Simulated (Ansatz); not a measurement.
# Relaxing random alloy of the monolayer 2H MoS2-WS2 line, x = 0.36 (75 atoms)

How does random alloy of the monolayer 2H MoS2-WS2 line, x = 0.36 (75 atoms) relax, and what do bonds, charges and levels look like afterwards?

Calculated with Ansatz 0.2.0; Kohn-Sham DFT, PBE, PAW (set soft_2), plane waves.

### Step 1. The starting structure

The cell holds 75 atoms: 16 Mo, 50 S and 9 W. Cell: a = 15.900 Å, b = 15.900 Å, c = 18.500 Å, α = 90.0°, β = 90.0°, γ = 120.0°. It derives from MoS2 (monolayer 2H MoS2-WS2) and WS2, repeated 5×5×1. Monolayer 2H MoS2-WS2: 75 atoms, 9 of 25 Mo sites given to W at random, cell and internal coordinates interpolated linearly between the end members (Vegard's rule); not relaxed, displaced by a Gaussian of 0.02 Å. Lattice constants are starting values near those of PBE. Vacuum lies along c.

What the set-up can't give: The host structure and its lattice constant were typed by rule, without a check against the phase diagram. Only the Γ point is sampled in the main run, in a cell whose shortest periodic width is 14 Å. No spin–orbit coupling is included, so levels derived from the heavy atoms are approximate.

### Step 2. Single point at the start

The forces at the start show how far the geometry lies from a minimum of this functional.

File input.yaml:

```yaml
crystal:
  lattice:
    - [15.9, 0.0, 0.0]
    - [-7.95, 13.7698, 0.0]
    - [0.0, 0.0, 18.5]
  atoms:
    - { symbol: Mo, position: [0.0016, 0.99911, 0.49943] }
    - { symbol: S, position: [0.13261, 0.06792, 0.58221] }
    - { symbol: S, position: [0.13498, 0.06556, 0.41565] }
    - { symbol: Mo, position: [0.00075, 0.20212, 0.49777] }
    - { symbol: S, position: [0.13265, 0.26611, 0.58592] }
    - { symbol: S, position: [0.13182, 0.26642, 0.41436] }
    - { symbol: W, position: [0.00048, 0.40085, 0.49881] }
    - { symbol: S, position: [0.13543, 0.46798, 0.58524] }
    - { symbol: S, position: [0.13397, 0.46567, 0.41517] }
    - { symbol: Mo, position: [0.99863, 0.59961, 0.50057] }
    - { symbol: S, position: [0.13218, 0.66609, 0.58395] }
    - { symbol: S, position: [0.13178, 0.66569, 0.41529] }
    - { symbol: Mo, position: [0.99876, 0.80034, 0.50179] }
    - { symbol: S, position: [0.13413, 0.86639, 0.58374] }
    - { symbol: S, position: [0.13362, 0.86912, 0.41536] }
    - { symbol: Mo, position: [0.19934, 0.00028, 0.50227] }
    - { symbol: S, position: [0.33393, 0.06756, 0.58502] }
    - { symbol: S, position: [0.33206, 0.06501, 0.41493] }
    - { symbol: W, position: [0.20016, 0.20085, 0.50091] }
    - { symbol: S, position: [0.33471, 0.26708, 0.58565] }
    - { symbol: S, position: [0.33329, 0.26849, 0.41586] }
    - { symbol: W, position: [0.19998, 0.40071, 0.49992] }
    - { symbol: S, position: [0.33586, 0.46887, 0.58706] }
    - { symbol: S, position: [0.33053, 0.46457, 0.41476] }
    - { symbol: W, position: [0.20084, 0.60127, 0.50034] }
    - { symbol: S, position: [0.33057, 0.66622, 0.58559] }
    - { symbol: S, position: [0.33418, 0.66777, 0.41506] }
    - { symbol: Mo, position: [0.19988, 0.80027, 0.50044] }
    - { symbol: S, position: [0.33367, 0.86684, 0.58397] }
    - { symbol: S, position: [0.3339, 0.86684, 0.41653] }
    - { symbol: W, position: [0.40164, 0.00027, 0.49959] }
    - { symbol: S, position: [0.53284, 0.06728, 0.58478] }
    - { symbol: S, position: [0.53293, 0.06673, 0.41463] }
    - { symbol: Mo, position: [0.40055, 0.19935, 0.50132] }
    - { symbol: S, position: [0.53427, 0.26753, 0.58351] }
    - { symbol: S, position: [0.53408, 0.26774, 0.41427] }
    - { symbol: Mo, position: [0.39969, 0.40005, 0.49852] }
    - { symbol: S, position: [0.53434, 0.4679, 0.58377] }
    - { symbol: S, position: [0.53282, 0.46476, 0.41526] }
    - { symbol: Mo, position: [0.39878, 0.60163, 0.50044] }
    - { symbol: S, position: [0.53274, 0.66554, 0.58607] }
    - { symbol: S, position: [0.53446, 0.66397, 0.41664] }
    - { symbol: Mo, position: [0.40229, 0.80049, 0.4987] }
    - { symbol: S, position: [0.53429, 0.8664, 0.58404] }
    - { symbol: S, position: [0.53219, 0.86747, 0.41616] }
    - { symbol: Mo, position: [0.59959, 0.00076, 0.49876] }
    - { symbol: S, position: [0.73438, 0.06673, 0.58449] }
    - { symbol: S, position: [0.73384, 0.06793, 0.41612] }
    - { symbol: W, position: [0.60077, 0.2002, 0.50008] }
    - { symbol: S, position: [0.73428, 0.267, 0.58543] }
    - { symbol: S, position: [0.73118, 0.26313, 0.41643] }
    - { symbol: W, position: [0.60307, 0.40064, 0.49989] }
    - { symbol: S, position: [0.73308, 0.46649, 0.58471] }
    - { symbol: S, position: [0.73155, 0.46592, 0.41423] }
    - { symbol: Mo, position: [0.6001, 0.59957, 0.50054] }
    - { symbol: S, position: [0.73383, 0.6681, 0.58493] }
    - { symbol: S, position: [0.73471, 0.66391, 0.4146] }
    - { symbol: Mo, position: [0.60297, 0.80367, 0.49973] }
    - { symbol: S, position: [0.73322, 0.86634, 0.58614] }
    - { symbol: S, position: [0.73347, 0.86765, 0.41496] }
    - { symbol: W, position: [0.79863, 0.00046, 0.50054] }
    - { symbol: S, position: [0.93488, 0.06651, 0.58403] }
    - { symbol: S, position: [0.93422, 0.06702, 0.41561] }
    - { symbol: Mo, position: [0.80075, 0.20169, 0.5004] }
    - { symbol: S, position: [0.93654, 0.26828, 0.58541] }
    - { symbol: S, position: [0.93172, 0.26754, 0.41576] }
    - { symbol: W, position: [0.80178, 0.40152, 0.49957] }
    - { symbol: S, position: [0.93396, 0.46585, 0.58681] }
    - { symbol: S, position: [0.93038, 0.46411, 0.41352] }
    - { symbol: Mo, position: [0.79807, 0.59837, 0.50211] }
    - { symbol: S, position: [0.93195, 0.66472, 0.5859] }
    - { symbol: S, position: [0.9317, 0.66487, 0.41625] }
    - { symbol: Mo, position: [0.80047, 0.79937, 0.50152] }
    - { symbol: S, position: [0.93467, 0.86902, 0.58524] }
    - { symbol: S, position: [0.93537, 0.86683, 0.41399] }
kpoints:
  mp_grid: { grid: [1, 1, 1] }
hamiltonian:
  xc: pbe
scf:
  occupations: { method: fermi_dirac, width: 0.025 }
output:
  forces: true
```

The run is started by

```
> ansatz run input.yaml --threads 6 --pin off --max-ram 102400MiB --backend cuda --events-out ev --progress --plain --runs-dir out
```

Numbers of over 12 decimals in the logs are rounded to 6 here.

The program printed:

```text
Engine: ansatz 0.2.0, x86_64-unknown-linux-gnu
Pseudopotentials: kind: paw
Pseudopotential: Mo, paw, valence charge 14, recommended cutoff 420 eV (normal), Mo.paw.azcp
Pseudopotential: S, paw, valence charge 6, recommended cutoff 420 eV (normal), S.paw.azcp
Pseudopotential: W, paw, valence charge 14, recommended cutoff 420 eV (normal), W.paw.azcp
[... 5 lines on functional and potentials left out ...]
device memory: the entry about to start is reckoned to put 6.8 GiB on a device that reports 78.6 GiB free
GPU FFT provider: cuFFT
GPU libraries: cuBLAS 13.8.2, cuFFT 12.4.0, cuSOLVER 12.3.4
Crystal: 75 atoms, lattice volume = 4050.387 Å³
Basis set: ecut = 420 eV, 79165 PW (Γ), exchange–correlation on 216×216×250 points (8 copies of the dense FFT grid, shifted against one another)
Bands: 400, of which v1, the nominal top of the filled ones, is band 325 counted from 1 (324 counted from 0)
Symmetry: 1 space group operations
Space group: P1 (ITA 1), of the structure as read, at distance tolerance 1.6e-4 Å
k-points: 1
[... 7 lines on functional and potentials left out ...]
Initial density: superposition of atomic densities (neutral atoms: chi_scale 0, normalization atom), corrected by the library's trained network
Initial wavefunctions: pseudopotential atomic-orbital guess
GPU buffer pool allocated for 1458000 grid points (all kernels)
GPU transforms: local potential and band sums: pruned to the plane-wave sphere, on 108×108×125
Functional: x = pbe(κ = 0.804, μ = 0.219515), c = pbe(β = 0.066725)
SCF iter   1: F=—  HF=-217927.259481 eV  |F-HF|=—  |Δ(HF+E_count)|=         —  Δρ=3.34e-3  dr2=5.39e-1  ethr=1.77e-3  ⟨swp⟩=8.0  Hψ=1709  notcnv=0  defer=6
preconditioner: auto → Resta (q_TF=auto, 2.011 Å⁻¹)  ε∞=3.5  [insulator: Δε(μ)=1.942 eV  Ē_g=7.843 eV  σ=0.025 eV  W_gap=1.00  n_scr=538 (ndim 8)  ℏωp=12.4 eV  f_vac=0.638  D(μ)=0.00/eV (n_scr^D=0)  ε∞_Penn≈3.5  vacuum switching on, ρ_ref=4.5e-3 e/Å³]
SCF iter   2: F=—  HF=-217927.371734 eV  |F-HF|=—  |Δ(HF+E_count)|=   1.12e-1  Δρ=2.24e-3  dr2=4.29e-1  ethr=8.29e-5  ⟨swp⟩=4.0  Hψ=981  notcnv=0  defer=56
SCF iter   3: F=—  HF=-217927.361940 eV  |F-HF|=—  |Δ(HF+E_count)|=   9.79e-3  Δρ=1.42e-3  dr2=5.80e-2  ethr=6.60e-5  ⟨swp⟩=7.0  Hψ=546  notcnv=0  defer=34
automatic band count: iteration 3 solves 377 bands in place of 400: the levels show a gap, and the empty bands left out lie too high to hold charge; the band table lists the bands solved (type scf.n_extra_bands for more)
SCF iter   4: F=—  HF=-217927.403957 eV  |F-HF|=—  |Δ(HF+E_count)|=   4.20e-2  Δρ=7.56e-4  dr2=4.30e-2  ethr=8.92e-6  ⟨swp⟩=2.0  Hψ=571  notcnv=0  defer=36
SCF iter   5: F=—  HF=-217927.406873 eV  |F-HF|=—  |Δ(HF+E_count)|=   2.92e-3  Δρ=1.56e-4  dr2=1.88e-3  ethr=6.62e-6  ⟨swp⟩=2.0  Hψ=512  notcnv=0  defer=36
SCF iter   6: F=—  HF=-217927.405680 eV  |F-HF|=—  |Δ(HF+E_count)|=   1.19e-3  Δρ=8.66e-5  dr2=4.71e-4  ethr=2.90e-7  ⟨swp⟩=3.0  Hψ=517  notcnv=0  defer=36
SCF iter   7: F=—  HF=-217927.405685 eV  |F-HF|=—  |Δ(HF+E_count)|=   4.63e-6  Δρ=4.35e-5  dr2=1.99e-4  ethr=7.24e-8  ⟨swp⟩=2.0  Hψ=500  notcnv=0  defer=36
SCF iter   8: F=—  HF=-217927.405655 eV  |F-HF|=—  |Δ(HF+E_count)|=   2.96e-5  Δρ=3.17e-5  dr2=1.25e-4  ethr=3.05e-8  ⟨swp⟩=2.0  Hψ=564  notcnv=0  defer=36
SCF iter   9: F=—  HF=-217927.405653 eV  |F-HF|=—  |Δ(HF+E_count)|=   1.58e-6  Δρ=1.63e-5  dr2=9.95e-6  ethr=1.92e-8  ⟨swp⟩=2.0  Hψ=476  notcnv=0  defer=36
SCF iter  10: F=—  HF=-217927.407838 eV  |F-HF|=—  |Δ(HF+E_count)|=   2.18e-3  Δρ=9.89e-6  dr2=1.02e-5  ethr=1.53e-9  ⟨swp⟩=3.0  Hψ=643  notcnv=0  defer=36
SCF iter  11: F=—  HF=-217927.407837 eV  |F-HF|=—  |Δ(HF+E_count)|=   5.57e-7  Δρ=4.73e-6  dr2=3.00e-6  ethr=1.53e-9  ⟨swp⟩=2.0  Hψ=516  notcnv=0  defer=36
SCF iter  12: F=—  HF=-217927.407837 eV  |F-HF|=—  |Δ(HF+E_count)|=   3.21e-7  Δρ=1.42e-6  dr2=1.78e-7  ethr=4.61e-10  ⟨swp⟩=2.0  Hψ=473  notcnv=0  defer=36
SCF iter  13: F=-217927.407837 eV  HF=-217927.407837 eV  |F-HF|=8.91e-8  |Δ(HF+E_count)|=   8.98e-8  Δρ=9.01e-7  dr2=6.09e-8  ethr=1.54e-11  ⟨swp⟩=5.0  Hψ=1422  notcnv=0
SCF 1 converged in 13 iterations: F = -217927.407837 eV  dr2 = 6.09e-8
  greatest PAW one-centre occupation: 1.000 electrons in one spin orbital (limit 2), on the W atom at site 60 (counted from 0), in its partial waves of l = 0
SCF converged after 13 iterations
Free energy (F): -217927.407837 eV
Harris-Foulkes:  -217927.407837 eV  (|F-HF|=8.91e-8)
Internal energy: -217927.407837 eV  (E = F + TS)
E sigma→0 (E₀):  -217927.407837 eV
Fermi energy:    0.487786 eV
--- Per-component energies (eV) ---
  E_band       = -11294.775132
  E_kinetic    = 16467.023705
  E_local      = -356063.659080  (includes V_loc(G=0)·N_el)
  E_nonlocal   = 3700.733853
  E_hartree    = 169234.407182
  E_xc         = -10204.580498
  E_vxc        = -10200.066808  (∫ρ·V_xc dr)
  E_paw        = -158291.227757  (= ΣΔE_a)
  E_vpaw       = -3667.586379  (= ΣTr[D̂ρ^β])
  E_aug_tail   = 0.000174  (compensation charges beyond the density's cutoff)
  E_ewald      = 117229.894584
  E_smearing   = -0.000000  (= −TS)
  E_closure    = -0.000000  (closes the sum)
  Σ components = -217927.407837   (vs F -217927.407837, Δ=0.00e0)
--- Forces (eV/Å), atoms counted from 1 ---
  atom   1  Mo    -0.73316685     0.12556293    -0.34919918
  atom   2  S      0.13073748    -0.03652389     1.06091956
  atom   3  S     -0.15435117     0.37156965    -0.02739836
  atom   4  Mo    -0.00714815    -0.49184295     1.08308453
  atom   5  S     -0.06610788     0.22441059    -0.39188116
  atom   6  S      0.39724931     0.18945475     0.04093124
  atom   7  W     -0.13737467    -0.05199006     0.73505089
  atom   8  S     -0.29604183    -0.10245025    -0.15841582
  atom   9  S     -0.18085163     0.37200531    -0.16239913
  atom  10  Mo     0.20697854    -0.40705385    -0.24856273
  atom  11  S      0.05746997     0.11858338     0.23021744
  atom  12  S      0.03435795     0.17061284     0.11361505
  atom  13  Mo     0.46780729    -0.30531310    -0.72454774
  atom  14  S     -0.21732643    -0.04213100     0.59254269
[...]
atom  74  S     -0.03836282    -0.24456150     0.14263051
  atom  75  S     -0.28499182    -0.22504313     0.49689677
  max |Σ_I F_I| component: 1.75e-5 eV/Å
```

It took 7.5 s on 1 × NVIDIA H100 80GB HBM3 with 6 threads of AMD EPYC 7R13 (Zen 3), shared host; peak memory 1.7 GiB.

The column dr2 measures how far the density is from self-consistency, as an energy; F and HF (Harris–Foulkes) agree once it is small.

That memory is the host's; the program planned up to 6.8 GiB on the GPU.

Numbers from this run:

```
free energy            : -217927.4078 eV
free energy per atom   : -2905.6988 eV/atom
SCF cycles             : 13
r.m.s. force component : 0.3846 eV/Å
longest force          : 1.443 eV/Å
Fermi energy           : 0.4878 eV
```

The r.m.s. force component of 0.38 eV/Å sets the starting point.

Length of the force by element:

| element | coordination | atoms | mean length of the force (eV/Å) | spread | least | most |
| --- | --- | --- | --- | --- | --- | --- |
| Mo | all | 16 | 0.941 | 0.272 | 0.423 | 1.44 |
| S | all | 50 | 0.456 | 0.189 | 0.208 | 1.07 |
| W | all | 9 | 0.770 | 0.219 | 0.394 | 1.09 |

### Step 3. Relaxation

With the cell held, the atoms are moved downhill towards a nearby minimum.

input.yaml: that of step 2 with these lines changed.

```diff
@@ -15 +15,4 @@
   forces: true
+relax:
+  f_tol: 0.04
+  max_steps: 150
```

The program printed:

```text
[...]
GPU FFT provider: cuFFT
GPU libraries: cuBLAS 13.8.2, cuFFT 12.4.0, cuSOLVER 12.3.4
Crystal: 75 atoms, lattice volume = 4050.387 Å³
Basis set: ecut = 420 eV, 79165 PW (Γ), exchange–correlation on 216×216×250 points (8 copies of the dense FFT grid, shifted against one another)
Bands: 400, of which v1, the nominal top of the filled ones, is band 325 counted from 1 (324 counted from 0)
Symmetry: 1 space group operations
[...]
k-points: 1
[...]
GPU buffer pool allocated for 1458000 grid points (all kernels)
[...]
SCF iter   1: F=—  HF=-217927.259457 eV  |F-HF|=—  |Δ(HF+E_count)|=         —  Δρ=3.34e-3  dr2=5.39e-1  ethr=1.77e-3  ⟨swp⟩=8.0  Hψ=1709  notcnv=0  defer=6
[...]
SCF iter   9: F=-217927.407834 eV  HF=-217927.407837 eV  |F-HF|=3.44e-6  |Δ(HF+E_count)|=   1.27e-5  Δρ=1.61e-5  dr2=9.45e-6  ethr=6.15e-9  ⟨swp⟩=3.0  Hψ=1354  notcnv=0
SCF 1 converged in 9 iterations: F = -217927.407834 eV  dr2 = 9.45e-6
[...]
relax step   1: F+E_penalty+E_count = -217927.40783391 eV  Δ(F+E_penalty+E_count) = +0.000e0 eV  max|allowed force component| = 1.390e0 eV/Å  Δτ_max = 0.0000 Å  (9 SCF iters, dr2 threshold 4.00e-5 eV, accepted)
[...]
relax step   2: F+E_penalty+E_count = -217927.75885852 eV  Δ(F+E_penalty+E_count) = -3.510e-1 eV  max|allowed force component| = 6.443e-1 eV/Å  Δτ_max = 0.1133 Å  (8 SCF iters, dr2 threshold 1.00e-4 eV, accepted)
[...]
relax step   3: F+E_penalty+E_count = -217928.06836039 eV  Δ(F+E_penalty+E_count) = -3.095e-1 eV  max|allowed force component| = 2.263e-2 eV/Å  Δτ_max = 0.0581 Å  (8 SCF iters, dr2 threshold 2.59e-5 eV, accepted)
[...]
relax step   4: F+E_penalty+E_count = -217928.06836244 eV  Δ(F+E_penalty+E_count) = -2.046e-6 eV  max|allowed force component| = 2.259e-2 eV/Å  Δτ_max = 0.0000 Å  (5 SCF iters, accepted)
SCF converged after 5 iterations
Free energy (F): -217928.068362 eV
[...]
Internal energy: -217928.068362 eV  (E = F + TS)
E sigma→0 (E₀):  -217928.068362 eV
Fermi energy:    0.508081 eV
[...]
--- Forces (eV/Å), atoms counted from 1 ---
  atom   1  Mo    -0.01192904     0.00860230    -0.00772235
  atom   2  S     -0.00292988     0.00798894     0.00494935
  atom   3  S      0.00070304    -0.00552872     0.00252688
  atom   4  Mo    -0.00154721     0.00896736     0.00899156
  atom   5  S     -0.01584200    -0.00132937     0.00866978
  atom   6  S     -0.00380367     0.00159787    -0.01067530
  atom   7  W     -0.02258746    -0.00416319     0.00474553
  atom   8  S     -0.00202213     0.00099667     0.00549514
  atom   9  S     -0.00033069     0.00876414    -0.00384930
  atom  10  Mo     0.00946176     0.01369664     0.00434269
  atom  11  S     -0.00260059    -0.00892725     0.00913507
  atom  12  S     -0.00044347    -0.00138221    -0.00427750
  atom  13  Mo     0.00211596    -0.01309886    -0.00045479
  atom  14  S     -0.00157965    -0.00689414     0.00293845
[...]
atom  74  S      0.00341320    -0.00598861     0.00403222
  atom  75  S      0.00538121    -0.00508494    -0.00549026
  max |Σ_I F_I| component: 1.89e-5 eV/Å
--- Relaxed structure (4 steps of the walk, 4 accepted, 0 SCFs on fresh bases) ---
  F+E_penalty+E_count = -217928.06836244 eV   max|allowed force component| = 2.259e-2 eV/Å
  atoms:
    - { symbol: Mo, position: [1.1962409635135618e-5, 0.999970, 0.500074] }
    - { symbol: S, position: [0.133441, 0.066658, 0.584778] }
    - { symbol: S, position: [0.133475, 0.066737, 0.415317] }
    - { symbol: Mo, position: [-2.759566580928796e-5, 0.200069, 0.500123] }
[...]
- { symbol: S, position: [0.933756, 0.866943, 0.415467] }
```

Run time: 9.8 s. Hardware: 1 × NVIDIA H100 80GB HBM3 with 6 threads; peak memory 1.7 GiB.

That memory is the host's; the program planned up to 6.8 GiB on the GPU.

Relaxation path:

| step | energy less that of the first step (eV) | largest force component (eV/Å) |
| --- | --- | --- |
| 1 | 0.0000 | 1.3895 |
| 2 | -0.3510 | 0.6443 |
| 3 | -0.6605 | 0.0226 |
| 4 | -0.6605 | 0.0226 |

The atoms that moved most (Å):

| atom | dx | dy | dz | length |
| --- | --- | --- | --- | --- |
| S57 | -0.041 | 0.045 | 0.016 | 0.063 |
| S42 | -0.039 | 0.038 | -0.021 | 0.058 |
| S2 | 0.023 | -0.017 | 0.048 | 0.056 |
| Mo58 | -0.021 | -0.051 | 0.007 | 0.056 |
| Mo70 | 0.021 | 0.035 | -0.037 | 0.055 |
| S23 | -0.019 | -0.030 | -0.041 | 0.055 |
| Mo4 | 0.004 | -0.028 | 0.043 | 0.052 |
| S69 | 0.023 | 0.030 | 0.035 | 0.052 |

The relaxation changed the energy by -8.81 meV/atom, and atoms moved by 0.033 Å r.m.s., 0.063 Å at most.

### Step 4. Local order after relaxation

Bonds before and after, by the cutoffs listed below:

| pair | bonds before | bonds after | mean before (Å) | mean after (Å) | spread before (Å) | spread after (Å) |
| --- | --- | --- | --- | --- | --- | --- |
| S-Mo | 96 | 96 | 2.415 | 2.414 | 0.027 | 0.003 |
| S-W | 54 | 54 | 2.416 | 2.414 | 0.023 | 0.003 |

Normalised to the volume that the atoms fill. Pair distribution functions g(r), in bins of 0.2 Å:

| r (Å) | total | S-S | S-Mo | S-W | Mo-Mo | Mo-W | W-W |
| --- | --- | --- | --- | --- | --- | --- | --- |
| 2.40 | 4.07 | 0.00 | 9.15 | 9.15 | 0.00 | 0.00 | 0.00 |
| 2.60 | 0.00 | 0.00 | 0.00 | 0.00 | 0.00 | 0.00 | 0.00 |
| 2.80 | 0.00 | 0.00 | 0.00 | 0.00 | 0.00 | 0.00 | 0.00 |
| 3.00 | 0.00 | 0.00 | 0.00 | 0.00 | 0.00 | 0.00 | 0.00 |
| 3.20 | 3.96 | 6.25 | 0.00 | 0.00 | 10.40 | 11.10 | 9.90 |
| 3.40 | 0.00 | 0.00 | 0.00 | 0.00 | 0.00 | 0.00 | 0.00 |
| 3.60 | 0.00 | 0.00 | 0.00 | 0.00 | 0.00 | 0.00 | 0.00 |
| 3.80 | 0.00 | 0.00 | 0.00 | 0.00 | 0.00 | 0.00 | 0.00 |
| 4.00 | 1.51 | 0.00 | 3.40 | 3.38 | 0.00 | 0.00 | 0.00 |
| 4.20 | 0.00 | 0.00 | 0.00 | 0.00 | 0.00 | 0.00 | 0.00 |
| 4.40 | 1.20 | 2.69 | 0.00 | 0.00 | 0.00 | 0.00 | 0.00 |
| 4.60 | 0.00 | 0.00 | 0.00 | 0.00 | 0.00 | 0.00 | 0.00 |
| 4.80 | 0.00 | 0.00 | 0.00 | 0.00 | 0.00 | 0.00 | 0.00 |
| 5.00 | 0.52 | 0.00 | 0.92 | 1.58 | 0.00 | 0.00 | 0.00 |
| 5.20 | 1.31 | 0.00 | 3.20 | 2.54 | 0.00 | 0.00 | 0.00 |
| 5.40 | 0.05 | 0.05 | 0.00 | 0.00 | 0.23 | 0.31 | 0.37 |
| 5.60 | 1.12 | 1.72 | 0.00 | 0.00 | 3.33 | 3.16 | 3.26 |
| 5.80 | 0.00 | 0.00 | 0.00 | 0.00 | 0.00 | 0.00 | 0.00 |
| 6.00 | 0.00 | 0.00 | 0.00 | 0.00 | 0.00 | 0.00 | 0.00 |
| 6.20 | 0.00 | 0.00 | 0.00 | 0.00 | 0.00 | 0.00 | 0.00 |
| 6.40 | 1.48 | 2.67 | 0.00 | 0.00 | 2.58 | 2.76 | 2.46 |
| 6.60 | 0.00 | 0.00 | 0.00 | 0.00 | 0.00 | 0.00 | 0.00 |
| 6.80 | 1.03 | 0.00 | 2.32 | 2.32 | 0.00 | 0.00 | 0.00 |
| 7.00 | 0.45 | 1.01 | 0.00 | 0.00 | 0.00 | 0.00 | 0.00 |
| 7.20 | 0.03 | 0.06 | 0.00 | 0.00 | 0.00 | 0.00 | 0.00 |
| 7.40 | 0.01 | 0.00 | 0.01 | 0.05 | 0.00 | 0.00 | 0.00 |
| 7.60 | 0.41 | 0.00 | 0.94 | 0.90 | 0.00 | 0.00 | 0.00 |
| 7.80 | 0.00 | 0.00 | 0.00 | 0.00 | 0.00 | 0.00 | 0.00 |

Bonds by pair of elements; cutoffs follow the first minimum of g(r), held within bounds set by covalent radii, and pairs that aren't listed don't count as bonded:

| pair A-B | cutoff (Å) | bonds | mean length (Å) | spread (Å) | shortest (Å) | B about A | A about B |
| --- | --- | --- | --- | --- | --- | --- | --- |
| S-Mo | 3.03 | 96 | 2.41 | 0.003 | 2.41 | 1.92 | 6 |
| S-W | 3.12 | 54 | 2.41 | 0.003 | 2.41 | 1.08 | 6 |

How many atoms have how many bonded neighbours:

| element | mean | 3 | 6 |
| --- | --- | --- | --- |
| Mo | 6 | 0 | 16 |
| S | 3 | 50 | 0 |
| W | 6 | 0 | 9 |

Bond angles, per cent of each kind in bins of 5°:

| angle (°) | S-Mo-S | S-W-S | Mo-S-W | Mo-S-Mo | W-S-W |
| --- | --- | --- | --- | --- | --- |
| 80–85 | 60.0 | 60.0 | 100.0 | 100.0 | 100.0 |
| 85–90 | 0.0 | 0.0 | 0.0 | 0.0 | 0.0 |
| 90–95 | 0.0 | 0.0 | 0.0 | 0.0 | 0.0 |
| 95–100 | 0.0 | 0.0 | 0.0 | 0.0 | 0.0 |
| 100–105 | 0.0 | 0.0 | 0.0 | 0.0 | 0.0 |
| 105–110 | 0.0 | 0.0 | 0.0 | 0.0 | 0.0 |
| 110–115 | 0.0 | 0.0 | 0.0 | 0.0 | 0.0 |
| 115–120 | 0.0 | 0.0 | 0.0 | 0.0 | 0.0 |
| 120–125 | 0.0 | 0.0 | 0.0 | 0.0 | 0.0 |
| 125–130 | 0.0 | 0.0 | 0.0 | 0.0 | 0.0 |
| 130–135 | 0.0 | 0.0 | 0.0 | 0.0 | 0.0 |
| 135–140 | 40.0 | 40.0 | 0.0 | 0.0 | 0.0 |

Bond angles (no mean is given where the spread exceeds 20°):

| angle | count | mean (°) | spread (°) |
| --- | --- | --- | --- |
| S-Mo-S | 240 | - | - |
| S-W-S | 135 | - | - |
| Mo-S-W | 72 | 82.4 | 0.1 |
| Mo-S-Mo | 60 | 82.4 | 0.1 |
| W-S-W | 18 | 82.4 | 0.2 |

By these cutoffs all Mo atoms have 6, all S atoms have 3 and all W atoms have 6 bonded neighbours.

(Continued in part 2 of 3.)

[Logs are printed without paths, hosts, clocks, repeated set-up lines and the standing remarks that a program may print on its own settings, such as how far it seeks lower states.]

[Hosts, paths, dates, database ids (printed as entryN), source tags and the programs' standing remarks are cut or masked in the printed files.]
